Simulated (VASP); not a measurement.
# GaCuSe2 (P4/mmm) in VASP: a series of runs, part 2 of 2

VASP 6.6.1. Earlier steps stand in the parts before.

### 4 Single point, PBE0

File POSCAR:

```
GaCuSe2
1.0
    3.7744160000      0.0000000000      0.0000000000
    0.0000000000      3.7744160000      0.0000000000
    0.0000000000      0.0000000000      5.2658910000
Se Ga Cu
2 1 1
Direct
    0.5000000000      0.5000000000      0.0000000000
    0.0000000000      0.0000000000      0.5000000000
    0.5000000000      0.5000000000      0.5000000000
    0.0000000000      0.0000000000      0.0000000000
```

File INCAR.step1:

```
SYSTEM = GaCuSe2
PREC = Accurate
ENCUT = 300
EDIFF = 1E-5
ISMEAR = 0
SIGMA = 0.01
LREAL = .False.
LASPH = .True.
NELM = 100
ALGO = Normal
ISIF = 2
LWAVE = .True.
LCHARG = .False.
NBANDS = 26
NKRED = 1
GGA = PE
```

File INCAR.step2:

```
SYSTEM = GaCuSe2
PREC = Accurate
ENCUT = 300
EDIFF = 1E-6
ISMEAR = 0
SIGMA = 0.01
LREAL = .False.
LASPH = .True.
NELM = 100
ALGO = Normal
ISIF = 2
LWAVE = .False.
LCHARG = .False.
GGA = PE
LHFCALC = .True.
AEXX = 0.25
PRECFOCK = Fast
NBANDS = 26
NKRED = 1
ISTART = 1
```

File KPOINTS:

```
regular mesh
0
Gamma
  4 4 3
  0 0 0
```

Potentials or basis: VASP PAW PBE potentials, release 64 (Se, Ga_d, Cu).

Launch:

```bash
cat potpaw_PBE.64/Se/POTCAR potpaw_PBE.64/Ga_d/POTCAR potpaw_PBE.64/Cu/POTCAR > POTCAR
cp INCAR.step1 INCAR
mpirun -np 1 vasp_std > vasp.out
cp INCAR.step2 INCAR
mpirun -np 1 vasp_std > vasp.out
```

OUTCAR:

```text
SYSTEM = GaCuSe2
   PREC = Accurate
   ENCUT = 300
   EDIFF = 1E-6
   ISMEAR = 0
   LREAL = .False.
   LASPH = .True.
   NELM = 100
   ISIF = 2
   GGA = PE
   LHFCALC = .True.
   AEXX = 0.25
   PRECFOCK = Fast
   NKRED = 1
   ISTART = 1

 Found     12 irreducible k-points:

 Following reciprocal coordinates:
            Coordinates               Weight
  0.000000  0.000000  0.000000      1.000000
  0.250000  0.000000  0.000000      4.000000
  0.500000  0.000000  0.000000      2.000000
  0.250000  0.250000  0.000000      4.000000
  0.500000  0.250000  0.000000      4.000000
  0.500000  0.500000  0.000000      1.000000
   k-points           NKPTS =     12   k-points in BZ     NKDIM =     48   number of bands    NBANDS=     26
   number of dos      NEDOS =    301   number of ions     NIONS =      4
   total plane-waves  NPLWV =  17280
   dimension x,y,z NGX =    24 NGY =   24 NGZ =   30
   dimension x,y,z NGXF=    48 NGYF=   48 NGZF=   60
   ions per type =               2   1   1
   NGX,Y,Z   is equivalent  to a cutoff of  10.57, 10.57,  9.47 a.u.
   NGXF,Y,Z  is equivalent  to a cutoff of  21.14, 21.14, 18.94 a.u.
 SYSTEM =  GaCuSe2
   PREC   = accura    normal or accurate (medium, high low for compatibility)
   ISTART =      1    job   : 0-new  1-cont  2-samecut
[... 67 lines left out ...]
 val. band max:        4.7425385785   @ k =   0.5000   0.0000   0.3333
 cond. band min:       5.2019483892   @ k =   0.2500   0.0000   0.0000
 fundamental gap:      0.4594098107
 Fermi energy:         4.7425385785

 k-point     1 :       0.0000    0.0000    0.0000
  band No.  band energies     occupation
      1     -13.8605      2.00000
      2     -13.7547      2.00000
      3     -13.7394      2.00000
      4     -13.6931      2.00000
      5     -13.6931      2.00000
      6     -11.7142      2.00000
[... 163 lines left out ...]
     25      16.0168      0.00000
     26      18.6634      0.00000

 [... further k-points ...]

------------------------ aborting loop because EDIFF is reached ----------------------------------------

  FORCE on cell =-STRESS in cart. coord.  units (eV):
  Direction    XX          YY          ZZ          XY          YZ          ZX
  --------------------------------------------------------------------------------------
  -------------------------------------------------------------------------------------
  Total       -1.5558471     -1.5558471     -0.0594777      0.0000000      0.0000000     -0.0000000
  in kB      -33.2281464    -33.2281464     -1.2702623      0.0000000      0.0000000     -0.0000000
  external PRESSURE =     -22.5755184 kB  Pullay stress =       0.0000000 kB

 VOLUME and BASIS-vectors are now :
 -----------------------------------------------------------------------------
  energy-cutoff  :      300.00
  volume of cell :       75.02
      direct lattice vectors                 reciprocal lattice vectors
     3.774416000  0.000000000  0.000000000     0.264941649  0.000000000  0.000000000
     0.000000000  3.774416000  0.000000000     0.000000000  0.264941649  0.000000000
     0.000000000  0.000000000  5.265891000     0.000000000  0.000000000  0.189901386

 POSITION                                       TOTAL-FORCE (eV/Angst)
 -----------------------------------------------------------------------------------
      1.88721      1.88721      0.00000         0.000000      0.000000      0.000000
      0.00000      0.00000      2.63295         0.000000      0.000000      0.000000
      1.88721      1.88721      2.63295         0.000000      0.000000      0.000000
      0.00000      0.00000      0.00000         0.000000      0.000000      0.000000
 -----------------------------------------------------------------------------------
    total drift:                               -0.000008     -0.000005      0.000003

  FREE ENERGIE OF THE ION-ELECTRON SYSTEM (eV)
  ---------------------------------------------------
  free  energy   TOTEN  =       -18.3128481180 eV

  energy  without entropy=      -18.3123779600  energy(sigma->0) =      -18.31261304
```

OUTCAR.step1:

```text
SYSTEM = GaCuSe2
   PREC = Accurate
   ENCUT = 300
   EDIFF = 1E-5
   ISMEAR = 0
   LREAL = .False.
   LASPH = .True.
   NELM = 100
[... 287 lines left out ...]
      0.00000      0.00000      2.63295         0.000000      0.000000      0.000000
      1.88721      1.88721      2.63295         0.000000      0.000000      0.000000
      0.00000      0.00000      0.00000         0.000000      0.000000      0.000000
 -----------------------------------------------------------------------------------
    total drift:                                0.000000      0.000000     -0.000000

  FREE ENERGIE OF THE ION-ELECTRON SYSTEM (eV)
  ---------------------------------------------------
  free  energy   TOTEN  =       -14.3591783120 eV

  energy  without entropy=      -14.3579114332  energy(sigma->0) =      -14.35854487
```

Wall time 6.3 min (1 thread of Intel Xeon Platinum 8488C (Sapphire Rapids), shared host); peak memory 0.15 GiB.

These settings aren't checked as converged: the numbers below hold their error.

What came out:

| Item | Value |
| --- | --- |
| Free energy | -18.3128 eV |
| Band gap on the k mesh | none (metal or under the smearing width) |

Caveat: the k mesh is coarse (spacing up to 0.42 Å⁻¹), so the values aren't converged, least of all with exact exchange; the cutoff is under 1.25 times the usual one of these potentials, so pressure, stress and relaxed cells hold a basis-set (Pulay) error; the PAW data sets were made with another functional, which shifts forces and pressure a little; the run has no spin polarisation, though such a crystal can be magnetic.

### 5 Single point, PBE0

POSCAR is that of step 4.

File INCAR.step1:

```
SYSTEM = GaCuSe2
PREC     = Accurate       ! precision mode
ENCUT    = 350            ! plane-wave cutoff, eV
EDIFF    = 1E-5           ! SCF threshold, eV
ISMEAR   = 0              ! smearing method
SIGMA    = 0.01           ! smearing width, eV
LREAL    = .False.        ! projectors in reciprocal space
LASPH    = .True.         ! aspherical terms in the spheres
NELM     = 100            ! most SCF steps
ALGO     = Normal         ! electronic algorithm
ISIF     = 2              ! what is computed and relaxed
LWAVE    = .True.         ! write WAVECAR
LCHARG   = .False.        ! write CHGCAR
NBANDS   = 26             ! bands
NKRED    = 2            
GGA      = PE             ! functional
```

File INCAR.step2:

```
SYSTEM = GaCuSe2
PREC     = Accurate       ! precision mode
ENCUT    = 350            ! plane-wave cutoff, eV
EDIFF    = 1E-6           ! SCF threshold, eV
ISMEAR   = 0              ! smearing method
SIGMA    = 0.01           ! smearing width, eV
LREAL    = .False.        ! projectors in reciprocal space
LASPH    = .True.         ! aspherical terms in the spheres
NELM     = 100            ! most SCF steps
ALGO     = Normal         ! electronic algorithm
ISIF     = 2              ! what is computed and relaxed
LWAVE    = .False.        ! write WAVECAR
LCHARG   = .False.        ! write CHGCAR
GGA      = PE             ! functional
LHFCALC  = .True.         ! exact exchange
AEXX     = 0.25           ! exact-exchange fraction
PRECFOCK = Fast         
NBANDS   = 26             ! bands
NKRED    = 2            
ISTART   = 1
```

File KPOINTS:

```
regular mesh
0
Gamma
  2 2 2
  0 0 0
```

Launch:

```bash
cat potpaw_PBE.64/Se/POTCAR potpaw_PBE.64/Ga_d/POTCAR potpaw_PBE.64/Cu/POTCAR > POTCAR
cp INCAR.step1 INCAR
mpirun -np 1 vasp_std > vasp.out
cp INCAR.step2 INCAR
mpirun -np 1 vasp_std > vasp.out
```

It took 17 s on 1 thread of Intel Xeon 6975P-C (Granite Rapids), shared host; peak memory 0.15 GiB.

The run converged, but some of its settings lie outside the range that counts as converged, so its numbers aren't taken as properties of the crystal.

What came out:

```yaml
Free_energy: -21.3189 eV
Pressure: -2.4 GPa
Band_gap_on_the_k_mesh: none (metal or under the smearing width)
```

Caveat: the k mesh is coarse (spacing up to 0.83 Å⁻¹), so the values aren't converged, least of all with exact exchange; the cutoff is under 1.25 times the usual one of these potentials, so pressure, stress and relaxed cells hold a basis-set (Pulay) error; the PAW data sets were made with another functional, which shifts forces and pressure a little; the run has no spin polarisation, though such a crystal can be magnetic.

### 6 Single point, PBE0

POSCAR is that of step 5.

INCAR.step1, as its differences from that of step 5:

```diff
@@ -14,3 +14,3 @@
 NBANDS   = 26             ! bands
-NKRED    = 2            
+NKRED    = 1            
 GGA      = PE             ! functional
```

INCAR.step2, as its differences from that of step 5:

```diff
@@ -16,5 +16,5 @@
 AEXX     = 0.25           ! exact-exchange fraction
-PRECFOCK = Fast         
+PRECFOCK = Medium       
 NBANDS   = 26             ! bands
-NKRED    = 2            
+NKRED    = 1            
 ISTART   = 1
```

File KPOINTS:

```
regular mesh
0
Gamma
  3 3 2
  0 0 0
```

Potentials or basis: VASP PAW PBE potentials, release 64 (Se, Ga_d, Cu).

Launch:

```bash
cat potpaw_PBE.64/Se/POTCAR potpaw_PBE.64/Ga_d/POTCAR potpaw_PBE.64/Cu/POTCAR > POTCAR
cp INCAR.step1 INCAR
mpirun -np 1 vasp_std > vasp.out
cp INCAR.step2 INCAR
mpirun -np 1 vasp_std > vasp.out
```

It took 4 min on 1 thread of Intel Xeon 6975P-C (Granite Rapids), shared host; peak memory 0.17 GiB.

The run converged, but some of its settings lie outside the range that counts as converged, so its numbers aren't taken as properties of the crystal.

Results:

```
Free energy            : -18.5930 eV
Pressure               : -1.8 GPa
Band gap on the k mesh : none (metal or under the smearing width)
```

Caveat: the k mesh is coarse (spacing up to 0.60 Å⁻¹), so the values aren't converged, least of all with exact exchange; the cutoff is under 1.25 times the usual one of these potentials, so pressure, stress and relaxed cells hold a basis-set (Pulay) error; the PAW data sets were made with another functional, which shifts forces and pressure a little; the run has no spin polarisation, though such a crystal can be magnetic.
